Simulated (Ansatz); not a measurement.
# Bi: pressure up to the limit of the methods

One table from this session's results is given with a row withheld; the runs are named, their logs left out.

Method: DFT PBE, with the methods named in each step, in Ansatz 0.2.0.

### The starting structure

Symmetry: P6/mmm, No. 191, hexagonal system. Conventional cell: a = 3.445 Å, b = 3.445 Å, c = 3.238 Å, α = 90.00°, β = 90.00°, γ = 120.00°. Bi (site symmetry 6/mmm) is surrounded by 8 Bi at 3.24 to 3.44 Å.

Structure file:

```cif
data_structure
_symmetry_space_group_name_H-M 'P 1'
_symmetry_Int_Tables_number 1
_cell_length_a 3.4449
_cell_length_b 3.4449
_cell_length_c 3.2382
_cell_angle_alpha 90.000
_cell_angle_beta 90.000
_cell_angle_gamma 120.000
_cell_volume 33.28
loop_
_atom_site_label
_atom_site_type_symbol
_atom_site_fract_x
_atom_site_fract_y
_atom_site_fract_z
_atom_site_occupancy
Bi1 Bi 0.00000 0.00000 0.00000 1
```

Whether this phase is the stable one at these pressures isn't tested.

Set-up of the first run:

File input.yaml:

```yaml
crystal:
  lattice:
    - [3.4448867102, 0.0, 0.0]
    - [-1.7224433551, 2.9833594042, 0.0]
    - [0.0, 0.0, 3.2381935076]
  atoms:
    - { symbol: Bi, position: [0.0, 0.0, 0.0] }
kpoints:
  mp_grid: { grid: [14, 14, 13] }
scf:
  occupations: { method: fermi_dirac, width: 0.1 }
hamiltonian:
  xc: pbe
  pseudopotentials: { kind: paw }
output:
  forces: true
  stress: true
  write_density: true
  write_potential: true
  elf: true
  volumetric_format: npy
relax:
  f_tol: 0.005
  max_steps: 40
  cell: {}
```

The run is started by

```bash
$ ansatz run input.yaml --threads 1 --pin off --max-ram 2048MiB --backend cpu --events-out ev --progress --plain --runs-dir out
```

Steps of the session up to this table: Cell relaxed at zero pressure, PAW; Volume scaled by 1, PAW; Shape and atoms relaxed at 0.95 of the volume, PAW; Volume scaled by 0.95, PAW; Shape and atoms relaxed at 0.85 of the volume, PAW; Volume scaled by 0.85, PAW; Shape and atoms relaxed at 0.75 of the volume, PAW; Volume scaled by 0.75, PAW; Shape and atoms relaxed at 0.65 of the volume, PAW; Volume scaled by 0.65, PAW; Shape and atoms relaxed at 0.55 of the volume, PAW; Volume scaled by 0.55, PAW; Volume scaled by 0.55, PAW (partial_waves polarizable); Shape and atoms relaxed at 0.45 of the volume, PAW; Volume scaled by 0.45, PAW; Shape and atoms relaxed at 0.4 of the volume, PAW; Volume scaled by 0.4, PAW; Volume scaled by 0.4, PAW (source ansatz).

One of the session's tables, all rows but one given; the rest of the session is left out.

| method | volume over the first | volume (Å³/atom) | pressure (GPa) |
| --- | --- | --- | --- |
| PAW | 1 | 33.783 | -0.02 |
| PAW | 0.95 | 32.094 | 2.80 |
| PAW | 0.85 | ? | ? |
| PAW | 0.75 | 25.338 | 27.20 |
| PAW | 0.65 | 21.959 | 56.93 |
| PAW | 0.55 | 18.581 | 116.80 |
| PAW | 0.45 | 15.203 | 248.32 |
| PAW | 0.4 | 13.513 | 373.79 |
| PAW (partial_waves polarizable) | 0.55 | 18.581 | 116.80 |
| PAW (source ansatz) | 0.4 | 13.513 | 374.05 |

Estimate the missing values for PAW, 0.85.

**Answer.** volume (Å³/atom): 28.716; pressure (GPa): 11.52. In the column «volume (Å³/atom)» it lies between PAW, 0.75 (25.338) and PAW, 0.95 (32.094).

Limits of these values: At pressures up to 374 GPa the PAW spheres may overlap and frozen cores may not hold, so those PAW values are rough without an all-electron check.
